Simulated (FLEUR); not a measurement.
Pb:

```
Pb
1.0
     3.48000    0.00000    0.00000
    -1.74000    3.01377    0.00000
     0.00000    0.00000    5.59000
Pb
2
Direct
  0.66667 0.33333 0.75000
  0.33333 0.66667 0.25000
```

This isn't the form of Pb at room conditions, which is fcc.

```yaml
Program: FLEUR MaX-R8.1 (later development tree)
Task: single point
Functional: PBE
Potentials_or_basis: all-electron
Basis: FLAPW
Kmax: 4.1 1/bohr
k_mesh: 9 × 9 × 5
Occupations: fermi-dirac, width 0.05 eV
Spin: no spin polarisation
Gmax: 12.7 1/bohr
Muffin-tin_radii: Pb 2.66 bohr
lmax: Pb 11
Local_orbitals_a_species: Pb 5
Max_iterations: 60
Mixing_factor: 0.05
Mixer: Anderson
Mixer_history: 15
Density_convergence: 1e-05 me/bohr^3
```

On this cell: largest force under 0.003 eV/Å; band gap on the k mesh none (metal or under the smearing width).

The same run follows on a disturbed copy (atoms moved at random, drawn with an rms of 0.05 Å):

```xyz
2
Lattice="3.4800 0.0000 0.0000 -1.7400 3.0138 0.0000 0.0000 0.0000 5.5900" Properties=species:S:1:pos:R:3 pbc="T T T"
Pb    1.7483    1.0604    4.1723
Pb   -0.0038    2.0711    1.4324
```

Problem. What changes?

Solution. The energy (extrapolated to zero smearing) moves by +1.1 meV/atom; largest force 0.096 eV/Å; band gap on the k mesh none (metal or under the smearing width).

Forces in eV/Å, atoms in the order of the input:
```
Pb  -0.004  0.002  0.096
Pb   0.004 -0.002 -0.096
```
